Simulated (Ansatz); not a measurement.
Calculation for CuI (rocksalt type): DFT, LDA, PAW with Ansatz's default frozen-core files, scalar-relativistic (Ansatz 0.2.0). This run: cell relaxed at zero pressure.

The start is a guessed cell of a prototype that needn't be stable.

Command: `ansatz run input.yaml --threads 1 --pin off --max-ram 3584MiB --backend cpu --events-out ev --progress --plain --runs-dir out` It took 24 s on 1 thread of Arm Neoverse V2, on a shared host, peak memory 0.38 GiB.

```yaml
crystal:
  lattice:
    - [0.0, 2.6142771442, 2.6142771442]
    - [2.6142771442, 0.0, 2.6142771442]
    - [2.6142771442, 2.6142771442, 0.0]
  atoms:
    - { symbol: Cu, position: [0.0, 0.0, 0.0] }
    - { symbol: I, position: [0.5, 0.5, 0.5] }
kpoints:
  mp_grid: { grid: [13, 13, 13] }
scf:
  occupations: { method: fermi_dirac, width: 0.08 }
hamiltonian:
  xc: lda
  pseudopotentials: { kind: paw }
output:
  forces: true
  stress: true
relax:
  f_tol: 0.005
  max_steps: 40
  cell: {}
```

Output:

```
Engine: ansatz 0.2.0
Pseudopotentials: kind: paw
Pseudopotential: Cu, paw, valence charge 19, recommended cutoff 420 eV (normal), Cu.paw.azcp
Pseudopotential: I, paw, valence charge 17, recommended cutoff 420 eV (normal), I.paw.azcp
Functional definition: SPW92
  exchange = slater_x
  correlation = pw_c
Crystal: 2 atoms, lattice volume = 35.734 Å³
Basis set: ecut = 420 eV, 725 PW (Γ)
Bands: 22, of which v1, the nominal top of the filled ones, is band 18 counted from 1 (17 counted from 0)
Symmetry: 48 space group operations
Space group: Fm-3m (ITA 225), of the structure as read, at distance tolerance 3.3e-5 Å
k-points: 84 of 2197
Non-local potential: Cu, projectors of the file, l = 0: 3, l = 1: 2, l = 2: 3, l = 3: 1
Non-local potential: I, projectors of the file, l = 0: 2, l = 1: 2, l = 2: 2, l = 3: 2
PAW form: soft (Blöchl's): semilocal exchange-correlation on the pseudo side does not see the compensation charge
PAW frozen core: Cu, regenerated for the run's functional, and the local potential with it (the file was generated under x = pbe(κ = 0.804, μ = 0.2195149727645171), c = pbe(β = 0.06672455060314922))
PAW frozen core: I, regenerated for the run's functional, and the local potential with it (the file was generated under x = pbe(κ = 0.804, μ = 0.2195149727645171), c = pbe(β = 0.06672455060314922))
PAW one-centre angular grid: Cu, 590 points (default); XC on 64 Gauss nodes
PAW one-centre angular grid: I, 590 points (default); XC on 64 Gauss nodes
Initial density: superposition of atomic densities (neutral atoms: chi_scale 0, normalization atom), corrected by the library's trained network
Initial wavefunctions: pseudopotential atomic-orbital guess
Functional: x = slater, c = lda
SCF iter   1: F=—  HF=-13911.131690 eV  |F-HF|=—  |Δ(HF+E_count)|=         —  Δρ=1.68e-2  dr2=4.48e-2  ethr=1.77e-3  ⟨swp⟩=5.7  Hψ=8640  notcnv=0
preconditioner: auto → Kerker (q_TF=auto, 2.732 Å⁻¹)  [metal: Δε(μ)=0.017 eV  Ē_g=10.452 eV  σ=0.080 eV  W_gap=0.05  n_scr=14 (ndim 8)  ℏωp=26.4 eV  f_vac=0.002  D(μ)=0.61/eV (n_scr^D=0)]
SCF iter   2: F=—  HF=-13911.127325 eV  |F-HF|=—  |Δ(HF+E_count)|=   4.37e-3  Δρ=8.79e-3  dr2=1.76e-2  ethr=1.24e-4  ⟨swp⟩=2.0  Hψ=4369  notcnv=0
SCF iter   3: F=—  HF=-13911.120284 eV  |F-HF|=—  |Δ(HF+E_count)|=   7.04e-3  Δρ=3.18e-3  dr2=1.32e-3  ethr=4.89e-5  ⟨swp⟩=2.0  Hψ=3597  notcnv=0
SCF iter   4: F=—  HF=-13911.119943 eV  |F-HF|=—  |Δ(HF+E_count)|=   3.41e-4  Δρ=4.25e-4  dr2=5.23e-5  ethr=3.66e-6  ⟨swp⟩=2.7  Hψ=3133  notcnv=0
SCF iter   5: F=—  HF=-13911.119923 eV  |F-HF|=—  |Δ(HF+E_count)|=   2.02e-5  Δρ=1.97e-4  dr2=1.57e-5  ethr=1.45e-7  ⟨swp⟩=2.1  Hψ=2220  notcnv=0
SCF iter   6: F=—  HF=-13911.119919 eV  |F-HF|=—  |Δ(HF+E_count)|=   4.40e-6  Δρ=5.69e-5  dr2=4.32e-7  ethr=4.37e-8  ⟨swp⟩=2.0  Hψ=2391  notcnv=0
SCF iter   7: F=-13911.119919 eV  HF=-13911.119919 eV  |F-HF|=2.30e-8  |Δ(HF+E_count)|=   5.36e-7  Δρ=2.31e-5  dr2=8.83e-8  ethr=2.78e-10  ⟨swp⟩=4.3  Hψ=6690  notcnv=0
SCF 1 converged in 7 iterations: F = -13911.119919 eV  dr2 = 8.83e-8
  greatest PAW one-centre occupation: 1.000 electrons in one spin orbital (limit 2), on the Cu atom at site 0 (counted from 0), in its partial waves of l = 0
relax step   1: F+E_penalty+E_count = -13911.11991920 eV  Δ(F+E_penalty+E_count) = +0.000e0 eV  max|allowed force component| = 1.141e-28 eV/Å  Δτ_max = 0.0000 Å  P = +16.759 GPa  Ω = 35.734 Å³  (7 SCF iters, dr2 threshold 1.00e-7 eV, accepted)
Crystal: 2 atoms, lattice volume = 41.219 Å³
Basis set: ecut = 420 eV, 821 PW (Γ)
Initial density: handed on by an earlier stage of this run
Initial wavefunctions: those handed on with the density
iter 1 solved again at ethr=1.18e-4 eV; its pass at ethr=3.10e-3 eV (dr2=4.26e-2 eV) is discarded
SCF iter   1: F=—  HF=-13911.404027 eV  |F-HF|=—  |Δ(HF+E_count)|=         —  Δρ=1.40e-2  dr2=4.30e-2  ethr=1.18e-4  ⟨swp⟩=1.3  Hψ=11883  notcnv=0
preconditioner: auto → Kerker (q_TF=auto, 2.667 Å⁻¹)  [metal: Δε(μ)=0.018 eV  Ē_g=9.709 eV  σ=0.080 eV  W_gap=0.06  n_scr=14 (ndim 8)  ℏωp=24.5 eV  f_vac=0.016  D(μ)=0.56/eV (n_scr^D=0)]
SCF iter   2: F=—  HF=-13911.399263 eV  |F-HF|=—  |Δ(HF+E_count)|=   4.76e-3  Δρ=4.96e-3  dr2=8.58e-3  ethr=1.18e-4  ⟨swp⟩=2.1  Hψ=2834  notcnv=0
SCF iter   3: F=—  HF=-13911.395734 eV  |F-HF|=—  |Δ(HF+E_count)|=   3.53e-3  Δρ=4.56e-3  dr2=5.10e-3  ethr=2.38e-5  ⟨swp⟩=2.0  Hψ=4044  notcnv=0
SCF iter   4: F=—  HF=-13911.394729 eV  |F-HF|=—  |Δ(HF+E_count)|=   1.01e-3  Δρ=1.45e-3  dr2=7.49e-4  ethr=1.42e-5  ⟨swp⟩=1.9  Hψ=2119  notcnv=0
SCF iter   5: F=—  HF=-13911.394647 eV  |F-HF|=—  |Δ(HF+E_count)|=   8.18e-5  Δρ=3.82e-4  dr2=6.04e-5  ethr=2.08e-6  ⟨swp⟩=2.1  Hψ=2395  notcnv=0
SCF iter   6: F=—  HF=-13911.394644 eV  |F-HF|=—  |Δ(HF+E_count)|=   3.19e-6  Δρ=1.49e-4  dr2=6.79e-6  ethr=1.68e-7  ⟨swp⟩=2.4  Hψ=2994  notcnv=0
SCF iter   7: F=—  HF=-13911.394645 eV  |F-HF|=—  |Δ(HF+E_count)|=   9.32e-7  Δρ=4.04e-5  dr2=6.84e-7  ethr=1.89e-8  ⟨swp⟩=1.1  Hψ=1946  notcnv=0
SCF iter   8: F=-13911.394645 eV  HF=-13911.394645 eV  |F-HF|=2.85e-9  |Δ(HF+E_count)|=   6.19e-8  Δρ=7.49e-6  dr2=1.65e-8  ethr=5.56e-10  ⟨swp⟩=4.8  Hψ=6921  notcnv=0
SCF 2 converged in 8 iterations: F = -13911.394645 eV  dr2 = 1.65e-8
relax step   2: F+E_penalty+E_count = -13911.39464476 eV  Δ(F+E_penalty+E_count) = -2.747e-1 eV  max|allowed force component| = 2.347e-29 eV/Å  Δτ_max = 0.0000 Å  P = +1.422 GPa  Ω = 41.219 Å³  energy of the carried Pulay correction = -2.595e-3 eV  (8 SCF iters, dr2 threshold 2.00e-7 eV, accepted)
Crystal: 2 atoms, lattice volume = 41.814 Å³
Basis set: ecut = 420 eV, 869 PW (Γ)
iter 1 solved again at ethr=9.06e-7 eV; its pass at ethr=3.10e-3 eV (dr2=3.26e-4 eV) is discarded
SCF iter   1: F=—  HF=-13911.397734 eV  |F-HF|=—  |Δ(HF+E_count)|=         —  Δρ=1.13e-3  dr2=2.83e-4  ethr=9.06e-7  ⟨swp⟩=2.0  Hψ=10834  notcnv=0
preconditioner: auto → Kerker (q_TF=auto, 2.661 Å⁻¹)  [metal: Δε(μ)=0.051 eV  Ē_g=9.553 eV  σ=0.080 eV  W_gap=0.15  n_scr=14 (ndim 8)  ℏωp=24.4 eV  f_vac=0.012  D(μ)=0.58/eV (n_scr^D=0)]
SCF iter   2: F=—  HF=-13911.397699 eV  |F-HF|=—  |Δ(HF+E_count)|=   3.50e-5  Δρ=3.07e-4  dr2=5.75e-5  ethr=7.86e-7  ⟨swp⟩=2.0  Hψ=2362  notcnv=0
[... lines left out ...]
SCF iter   5: F=-13911.401068 eV  HF=-13911.401068 eV  |F-HF|=1.21e-9  |Δ(HF+E_count)|=   6.49e-9  Δρ=1.93e-6  dr2=2.44e-9  ethr=4.95e-11  ⟨swp⟩=4.3  Hψ=6168  notcnv=0
SCF 6 converged in 5 iterations: F = -13911.401068 eV  dr2 = 2.44e-9
relax step   6: F+E_penalty+E_count = -13911.40106785 eV  Δ(F+E_penalty+E_count) = +5.774e-6 eV  max|allowed force component| = 7.889e-30 eV/Å  Δτ_max = 0.0000 Å  P = +0.004 GPa  Ω = 42.068 Å³  energy of the carried Pulay correction = -1.954e-5 eV  (5 SCF iters, dr2 threshold 1.78e-8 eV, accepted)
iter 1 solved again at ethr=2.04e-7 eV; its pass at ethr=3.10e-3 eV (dr2=7.34e-5 eV) is discarded
SCF iter   1: F=—  HF=-13911.401088 eV  |F-HF|=—  |Δ(HF+E_count)|=         —  Δρ=3.13e-6  dr2=3.17e-9  ethr=2.04e-7  ⟨swp⟩=3.1  Hψ=13276  notcnv=0
eigensolver tolerance schedule: the retry pair's looser diagonalisation over-reported the residual by 23135.14 of it (diagonalisation noise at an unbounded share of the residual, at the tolerance the schedule requests for it); recorded, not acted on — ethr = c·dr2/N_el stays at c = 1.0e-1
preconditioner: auto → Kerker (q_TF=auto, 2.658 Å⁻¹)  [metal: Δε(μ)=0.050 eV  Ē_g=9.513 eV  σ=0.080 eV  W_gap=0.15  n_scr=14 (ndim 8)  ℏωp=24.3 eV  f_vac=0.011  D(μ)=0.58/eV (n_scr^D=0)]
SCF iter   2: F=—  HF=-13911.401083 eV  |F-HF|=—  |Δ(HF+E_count)|=   5.02e-6  Δρ=1.77e-6  dr2=1.29e-9  ethr=8.82e-12  ⟨swp⟩=3.1  Hψ=4603  notcnv=0
SCF iter   3: F=—  HF=-13911.401083 eV  |F-HF|=—  |Δ(HF+E_count)|=  4.33e-10  Δρ=3.33e-6  dr2=2.43e-9  ethr=3.57e-12  ⟨swp⟩=2.0  Hψ=3362  notcnv=0
SCF iter   4: F=—  HF=-13911.401083 eV  |F-HF|=—  |Δ(HF+E_count)|=  5.02e-10  Δρ=1.01e-6  dr2=2.80e-10  ethr=3.57e-12  ⟨swp⟩=2.0  Hψ=2375  notcnv=0
SCF iter   5: F=—  HF=-13911.401083 eV  |F-HF|=—  |Δ(HF+E_count)|=  1.46e-11  Δρ=3.66e-7  dr2=3.67e-11  ethr=1.00e-12  ⟨swp⟩=2.0  Hψ=2348  notcnv=0
SCF iter   6: F=-13911.401083 eV  HF=-13911.401083 eV  |F-HF|=1.82e-11  |Δ(HF+E_count)|=    0.00e0  Δρ=2.47e-7  dr2=1.76e-11  ethr=1.00e-12  ⟨swp⟩=5.0  Hψ=7226  notcnv=0
SCF 7 converged in 6 iterations: F = -13911.401083 eV  dr2 = 1.76e-11
relax step   7: F+E_penalty+E_count = -13911.40108306 eV  Δ(F+E_penalty+E_count) = -1.520e-5 eV  max|allowed force component| = 8.677e-30 eV/Å  Δτ_max = 0.0000 Å  P = +0.004 GPa  Ω = 42.068 Å³  stress off target by 3.83e-3 GPa  SCF on the basis re-selected at this cell (its energy is not comparable with the rows above)  (6 SCF iters)
basis re-selected at this cell: Δ(F+E_penalty+E_count) = -1.520e-5 eV, ΔP = -0.000 GPa vs the last step (what re-selecting the basis moved, of the pressure what is left beyond the Pulay correction that the steps carried, after the strain that the cell walked since its last selection, with what the two solves' SCF thresholds leave and, on support functions, any second-order correction that the steps lacked; it is no measure of the basis error at this ecutwfc). This SCF's stress stands 3.83e-3 GPa from its target on what of the cell is left free (relax.cell.stress_tol is 5.00e-2 GPa) and its largest allowed force component is 8.68e-30 eV/Å (relax.f_tol is 5.00e-3 eV/Å): within both
SCF converged after 6 iterations
Free energy (F): -13911.401083 eV
Harris-Foulkes:  -13911.401083 eV  (|F-HF|=1.82e-11)
Internal energy: -13911.388695 eV  (E = F + TS)
E sigma→0 (E₀):  -13911.394889 eV
Entropy (-TS):   -0.012388 eV (-6.194 meV/atom)
Fermi energy:    12.196624 eV
--- Per-component energies (eV) ---
  E_band       = -729.778436
  E_kinetic    = 493.264157
  E_local      = -6476.859686  (includes V_loc(G=0)·N_el)
  E_nonlocal   = 321.866718
  E_hartree    = 3034.254297
  E_xc         = -215.704207
  E_vxc        = -243.309790  (∫ρ·V_xc dr)
  E_paw        = -6264.907058  (= ΣΔE_a)
  E_vpaw       = -893.249053  (= ΣTr[D̂ρ^β])
  E_aug_tail   = 0.000217  (compensation charges beyond the density's cutoff)
  E_ewald      = -4804.534010
  E_core_change = 1.230875  (= ΣΔE_core)
  E_smearing   = -0.012388  (= −TS)
  E_closure    = 0.000000  (closes the sum)
  Σ components = -13911.401083   (vs F -13911.401083, Δ=0.00e0)
--- Forces (eV/Å), atoms counted from 1 ---
  atom   1  Cu     0.00000000    -0.00000000     0.00000000
  atom   2  I      0.00000000     0.00000000    -0.00000000
  max |Σ_I F_I| component: 2.47e-29 eV/Å
--- Stress (GPa, compression-positive) ---
        0.003831      -0.000000      -0.000000
       -0.000000       0.003831      -0.000000
       -0.000000      -0.000000       0.003831
  P = ⅓ Tr σ = 0.0038 GPa (0.038 kbar)
--- Relaxed structure (5 steps of the walk, 5 accepted, 2 SCFs on fresh bases) ---
  F+E_penalty+E_count = -13911.40108306 eV   max|allowed force component| = 8.677e-30 eV/Å   (the final SCF, on the basis selected at the relaxed cell)
  cell:  # Å, volume = 42.0684 Å³
    - [-2.244352150114479e-33, 2.7604203649265475, 2.7604203649265475]
    - [2.7604203649265475, -5.15110266450538e-34, 2.7604203649265475]
    - [2.7604203649265475, 2.7604203649265475, 2.136871646295588e-33]
  atoms:
    - { symbol: Cu, position: [-5.2059916334926884e-33, 3.830824032192719e-33, 2.0627514019498878e-33] }
    - { symbol: I, position: [0.5, 0.5, 0.5] }
```

Next run (volume at 1.01 of the series' base cell, to set the pressure), as changes to the input before:

```diff
   lattice:
-    - [0.0, 2.6142771442, 2.6142771442]
-    - [2.6142771442, 0.0, 2.6142771442]
-    - [2.6142771442, 2.6142771442, 0.0]
+    - [0.0, 2.7695912641, 2.7695912641]
+    - [2.7695912641, 0.0, 2.7695912641]
+    - [2.7695912641, 2.7695912641, 0.0]
   atoms:
   stress: true
-relax:
-  f_tol: 0.005
-  max_steps: 40
-  cell: {}
+  eigenvalues: true
```

Command: `ansatz run input.yaml --threads 1 --pin off --max-ram 3584MiB --backend cpu --events-out ev --progress --plain --runs-dir out` It took 4.7 s on 1 thread of Arm Neoverse V2 (shared host), peak memory 0.35 GiB.

Results part of the output:

```
SCF 1 converged in 8 iterations: F = -13911.400223 eV  dr2 = 2.08e-9
  greatest PAW one-centre occupation: 1.000 electrons in one spin orbital (limit 2), on the Cu atom at site 0 (counted from 0), in its partial waves of l = 0
SCF converged after 8 iterations
Free energy (F): -13911.400223 eV
Harris-Foulkes:  -13911.400223 eV  (|F-HF|=4.31e-10)
Internal energy: -13911.387743 eV  (E = F + TS)
E sigma→0 (E₀):  -13911.393983 eV
Entropy (-TS):   -0.012480 eV (-6.240 meV/atom)
Fermi energy:    12.009306 eV
--- Per-component energies (eV) ---
  E_band       = -735.190812
  E_kinetic    = 493.024654
  E_local      = -6503.273150  (includes V_loc(G=0)·N_el)
  E_nonlocal   = 322.011158
  E_hartree    = 3044.840468
  E_xc         = -215.539276
  E_vxc        = -243.093621  (∫ρ·V_xc dr)
  E_paw        = -6265.057884  (= ΣΔE_a)
  E_vpaw       = -893.543386  (= ΣTr[D̂ρ^β])
  E_aug_tail   = 0.000253  (compensation charges beyond the density's cutoff)
  E_ewald      = -4788.624840
  E_core_change = 1.230875  (= ΣΔE_core)
  E_smearing   = -0.012480  (= −TS)
  E_closure    = 0.000000  (closes the sum)
  Σ components = -13911.400223   (vs F -13911.400223, Δ=0.00e0)
--- Forces (eV/Å), atoms counted from 1 ---
  atom   1  Cu     0.00000000     0.00000000    -0.00000000
  atom   2  I      0.00000000    -0.00000000    -0.00000000
  max |Σ_I F_I| component: 4.12e-29 eV/Å
--- Stress (GPa, compression-positive) ---
       -0.653445       0.000000       0.000000
        0.000000      -0.653445       0.000000
        0.000000       0.000000      -0.653445
  P = ⅓ Tr σ = -0.6534 GPa (-6.534 kbar)
--- Band table (eV; the first three rows and the last of 84) ---
  k-point 0: bands = ["-99.0527", "-56.9062", "-56.9062", "-56.9062", "-33.7775", "-33.7775", "-33.7759", "-33.7759", "-33.7759", "-2.9629", "9.5643", "9.5643", "9.5789", "9.5789", "9.5789", "10.1623", "10.1623", "10.1623", "13.1737", "19.4902", "19.4902", "19.4902"]
  k-point 1: bands = ["-99.0527", "-56.9062", "-56.9062", "-56.9062", "-33.7775", "-33.7775", "-33.7759", "-33.7759", "-33.7759", "-2.9089", "9.2758", "9.3222", "9.3222", "9.5914", "9.5914", "9.9236", "10.4172", "10.4172", "13.6743", "18.8867", "19.4459", "19.4459"]
  k-point 2: bands = ["-99.0526", "-56.9062", "-56.9062", "-56.9062", "-33.7774", "-33.7774", "-33.7758", "-33.7756", "-33.7756", "-2.7523", "8.2823", "8.9439", "8.9439", "9.6322", "9.6322", "9.8450", "10.8280", "10.8280", "14.5529", "18.2099", "18.8377", "18.8377"]
  k-point 83: bands = ["-99.0526", "-56.9063", "-56.9063", "-56.9063", "-33.7778", "-33.7766", "-33.7751", "-33.7747", "-33.7732", "-1.4399", "6.4314", "6.8639", "7.2081", "9.8659", "9.8733", "9.9599", "9.9780", "10.1132", "14.7404", "17.3065", "18.5775", "19.4575"]
```

Next run (rocksalt relaxed under pressure), as changes to the input before:

```diff
   eigenvalues: true
+  write_density: true
+  write_potential: true
+  elf: true
+  volumetric_format: npy
+relax:
+  f_tol: 0.005
+  max_steps: 40
+  cell: { p_target: -0.65, stress_tol: 0.03 }
```

Results part of the output:

```
basis re-selected at this cell: Δ(F+E_penalty+E_count) = -5.166e-10 eV, ΔP = +0.000 GPa vs the last step (what re-selecting the basis moved, of the pressure what is left beyond the Pulay correction that the steps carried, after the strain that the cell walked since its last selection, with what the two solves' SCF thresholds leave and, on support functions, any second-order correction that the steps lacked; it is no measure of the basis error at this ecutwfc). This SCF's stress stands 3.37e-3 GPa from its target on what of the cell is left free (relax.cell.stress_tol is 3.00e-2 GPa) and its largest allowed force component is 7.23e-30 eV/Å (relax.f_tol is 5.00e-3 eV/Å): within both
SCF converged after 6 iterations
Free energy (F): -13911.400223 eV
Harris-Foulkes:  -13911.400223 eV  (|F-HF|=0.00e0)
Internal energy: -13911.387743 eV  (E = F + TS)
E sigma→0 (E₀):  -13911.393983 eV
Entropy (-TS):   -0.012480 eV (-6.240 meV/atom)
Fermi energy:    12.009285 eV
--- Per-component energies (eV) ---
  E_band       = -735.191359
  E_kinetic    = 493.024707
  E_local      = -6503.274941  (includes V_loc(G=0)·N_el)
  E_nonlocal   = 322.011538
  E_hartree    = 3044.841983
  E_xc         = -215.539248
  E_vxc        = -243.093584  (∫ρ·V_xc dr)
  E_paw        = -6265.058071  (= ΣΔE_a)
  E_vpaw       = -893.543356  (= ΣTr[D̂ρ^β])
  E_aug_tail   = 0.000253  (compensation charges beyond the density's cutoff)
  E_ewald      = -4788.624840
  E_core_change = 1.230875  (= ΣΔE_core)
  E_smearing   = -0.012480  (= −TS)
  E_closure    = -0.000000  (closes the sum)
  Σ components = -13911.400223   (vs F -13911.400223, Δ=0.00e0)
--- Forces (eV/Å), atoms counted from 1 ---
  atom   1  Cu     0.00000000    -0.00000000     0.00000000
  atom   2  I      0.00000000     0.00000000    -0.00000000
  max |Σ_I F_I| component: 3.18e-29 eV/Å
--- Stress (GPa, compression-positive) ---
       -0.653372       0.000000      -0.000000
        0.000000      -0.653372      -0.000000
        0.000000      -0.000000      -0.653372
  P = ⅓ Tr σ = -0.6534 GPa (-6.534 kbar)
--- Band table (eV; the first three rows and the last of 84) ---
  k-point 0: bands = ["-99.0527", "-56.9062", "-56.9062", "-56.9062", "-33.7775", "-33.7775", "-33.7759", "-33.7759", "-33.7759", "-2.9629", "9.5643", "9.5643", "9.5788", "9.5788", "9.5788", "10.1623", "10.1623", "10.1623", "13.1737", "19.4902", "19.4902", "19.4902"]
  k-point 1: bands = ["-99.0527", "-56.9062", "-56.9062", "-56.9062", "-33.7775", "-33.7775", "-33.7759", "-33.7758", "-33.7758", "-2.9089", "9.2758", "9.3222", "9.3222", "9.5914", "9.5914", "9.9236", "10.4171", "10.4171", "13.6743", "18.8867", "19.4459", "19.4459"]
  k-point 2: bands = ["-99.0527", "-56.9062", "-56.9062", "-56.9062", "-33.7774", "-33.7774", "-33.7757", "-33.7756", "-33.7756", "-2.7523", "8.2823", "8.9439", "8.9439", "9.6321", "9.6321", "9.8450", "10.8280", "10.8280", "14.5529", "18.2099", "18.8377", "18.8377"]
  k-point 83: bands = ["-99.0526", "-56.9064", "-56.9063", "-56.9063", "-33.7778", "-33.7766", "-33.7751", "-33.7747", "-33.7732", "-1.4399", "6.4314", "6.8639", "7.2081", "9.8659", "9.8732", "9.9598", "9.9779", "10.1132", "14.7404", "17.3065", "18.5775", "19.4575"]
--- Relaxed structure (1 steps of the walk, 1 accepted, 1 SCFs on fresh bases) ---
  F+E_penalty+E_count = -13911.40022253 eV   max|allowed force component| = 7.231e-30 eV/Å   (the final SCF, on the basis selected at the relaxed cell)
  cell:  # Å, volume = 42.4891 Å³
    - [0.0, 2.7695912641, 2.7695912641]
    - [2.7695912641, 0.0, 2.7695912641]
    - [2.7695912641, 2.7695912641, 0.0]
  atoms:
    - { symbol: Cu, position: [0.0, 0.0, 0.0] }
    - { symbol: I, position: [0.5, 0.5, 0.5] }
```

Spin–orbit coupling is left out, which matters for the heavy atoms. The PAW files were made under PBE.
